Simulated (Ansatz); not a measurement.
# P: properties at the relaxed cell

An exercise on one series of results from a longer session: the logs are not shown, and one member is left open.

Program: Ansatz 0.2.0. Level of theory: DFT PBE+D3(BJ), scalar-relativistic, plane waves, PAW. These are calculated values, not measurements.

2 further runs of the same task are left out: 2 set aside as unsound or not needed.

## The starting structure

It takes space group R-3m (No. 166, trigonal). The conventional cell has a = 3.427 Å, b = 3.427 Å, c = 8.735 Å, α = 90.00°, β = 90.00°, γ = 120.00°. P (site symmetry 3m) is surrounded by 6 P at 2.30 to 2.63 Å.

As a file:

```cif
data_structure
_symmetry_space_group_name_H-M 'R-3m:H'
_symmetry_Int_Tables_number 166
_cell_length_a 3.4266
_cell_length_b 3.4266
_cell_length_c 8.7347
_cell_angle_alpha 90.000
_cell_angle_beta 90.000
_cell_angle_gamma 120.000
_cell_volume 88.82
loop_
_atom_site_label
_atom_site_type_symbol
_atom_site_symmetry_multiplicity
_atom_site_Wyckoff_symbol
_atom_site_fract_x
_atom_site_fract_y
_atom_site_fract_z
_atom_site_occupancy
P1 P 6 c 0.33333 0.66667 0.90069 1
```

It goes back to an entry of the Materials Project, which need not be the stable form.

It is the result of an earlier relaxation at this level (volume 14.80 Å³/atom; gap on the mesh: none (metal)).

The first run:

Contents of input.yaml:

```yaml
crystal:
  lattice:
    - [1.6959852847, 0.9791775607, 2.8821461186]
    - [-1.6959852847, 0.9791775607, 2.8821461186]
    - [0.0, -1.9583551213, 2.8821461186]
  atoms:
    - { symbol: P, position: [0.2340199604, 0.2340199604, 0.2340199604] }
    - { symbol: P, position: [0.7659800396, 0.7659800396, 0.7659800396] }
basis:
  ecutwfc: 420
kpoints:
  mp_grid: { grid: [15, 15, 15] }
hamiltonian:
  xc: pbe
  dispersion: d3bj
scf:
  occupations: { method: gaussian, width: 0.1 }
output:
  forces: true
  stress: true
  eigenvalues: true
relax:
  adjacent_minimum: "off"
  f_tol: 0.01
  max_steps: 30
  cell: { stress_tol: 0.1, fix: [volume] }
```

The run is started by

```console
ansatz run input.yaml --threads 1 --pin off --max-ram 2560MiB --backend cpu --events-out ev --progress --plain --runs-dir out
```

Steps of the session up to this table: The cell scaled to 0.97 of its volume; Point at V/V0 = 1.03; Point at V/V0 = 0.94; Volume × 1.06; Volume × 0.91; Point at V/V0 = 1.10; The cell scaled to 0.88 of its volume.

One of the session's tables, all rows but one given; the rest of the session is left out.

It belongs to the step «Energy against volume». 

| volume (Å³/atom) | energy above the lowest point (meV/atom) | pressure (GPa) |
| --- | --- | --- |
| 13.027 | 41.3 | 11.07 |
| 13.471 | 17.6 | 6.19 |
| 13.915 | ? | ? |
| 14.359 | 2.5 | 1.77 |
| 14.803 | 0.0 | -0.01 |
| 15.247 | 2.7 | -1.80 |
| 15.691 | 9.5 | -3.24 |
| 16.283 | 24.7 | -4.88 |

Estimate the missing values for volume (Å³/atom) = 13.915.

Worked estimate for «energy above the lowest point (meV/atom)». A straight line through the neighbours (13.471, 17.6) and (14.359, 2.5) gives 17.6 + (2.5 − 17.6) × (13.915 − 13.471) / (14.359 − 13.471) = 10.1; a parabola fitted to 4 rows on both sides gives 6.5.

The run gave: energy above the lowest point (meV/atom): 6.2; pressure (GPa): 2.36. In «energy above the lowest point (meV/atom)» the line misses by +3.9 and the parabola by +0.3.
